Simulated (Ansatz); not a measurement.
# Guessed and relaxed cells of Li

The guess for Li was made by a generator: one element on all sites of the La3Si2 type (P4/mbm, No. 127). Its size is a rough estimate.

start.cif

```cif
data_structure
_symmetry_space_group_name_H-M 'P4/mbm'
_symmetry_Int_Tables_number 127
_cell_length_a 7.2156
_cell_length_b 7.2156
_cell_length_c 4.0440
_cell_angle_alpha 90.000
_cell_angle_beta 90.000
_cell_angle_gamma 90.000
_cell_volume 210.55
loop_
_atom_site_label
_atom_site_type_symbol
_atom_site_symmetry_multiplicity
_atom_site_Wyckoff_symbol
_atom_site_fract_x
_atom_site_fract_y
_atom_site_fract_z
_atom_site_occupancy
Li1 Li 4 h 0.67595 0.82405 0.50000 1
Li2 Li 2 a 0.50000 0.50000 0.00000 1
Li3 Li 4 g 0.60905 0.10905 0.00000 1
```

Level of theory: DFT PBE, scalar-relativistic, plane waves, PAW (Ansatz 0.2.0). Cutoff 420 eV, Gaussian smearing, Γ-centred meshes. Cell and atoms relax first on a coarse mesh and then on a finer one. In between, the cell is made exact in the group found at 0.06 Å. In metals the finer mesh still leaves noise of several meV/atom or more. The steps can't lower the symmetry of their start. No spin polarisation.

end.cif

```cif
data_structure
_symmetry_space_group_name_H-M 'P4/mbm'
_symmetry_Int_Tables_number 127
_cell_length_a 8.0216
_cell_length_b 8.0216
_cell_length_c 3.2475
_cell_angle_alpha 90.000
_cell_angle_beta 90.000
_cell_angle_gamma 90.000
_cell_volume 208.96
loop_
_atom_site_label
_atom_site_type_symbol
_atom_site_symmetry_multiplicity
_atom_site_Wyckoff_symbol
_atom_site_fract_x
_atom_site_fract_y
_atom_site_fract_z
_atom_site_occupancy
Li1 Li 4 h 0.66747 0.83253 0.50000 1
Li2 Li 2 a 0.50000 0.50000 0.00000 1
Li3 Li 4 g 0.62961 0.12961 0.00000 1
```

The symmetry stays P4/mbm (No. 127). The volume per atom shrinks by 0.8 %, from 21.1 to 20.9 Å³. The shortest distance goes from 2.23 Å (Li–Li) to 2.82 Å (Li–Li). The ratio c/a of the conventional cell changes by a factor of 0.72.

For Li, the volume per atom is 20.90 Å³. The density is 0.55 g/cm³ and the energy over the standard state is +0.04 eV/atom. The gap on the 6×6×10 mesh of the 10-atom cell is 0 eV (a metal).

Energies count from the standard state of Li at the same level. It lies above the standard state, so it could only be metastable.

The last run used Gaussian smearing of 0.10 eV. Symmetry constrained the relaxation, so the result can be a saddle point. In all, the 4 runs took 7.9 min on 1 thread of Intel(R) Xeon(R) Processor @ 2.50GHz (Skylake/Cascade Lake), with other jobs on the host. Another cell of Li relaxed alike, in I4/mmm, lies 41 meV/atom lower, so this cell isn't the stable form at this level.
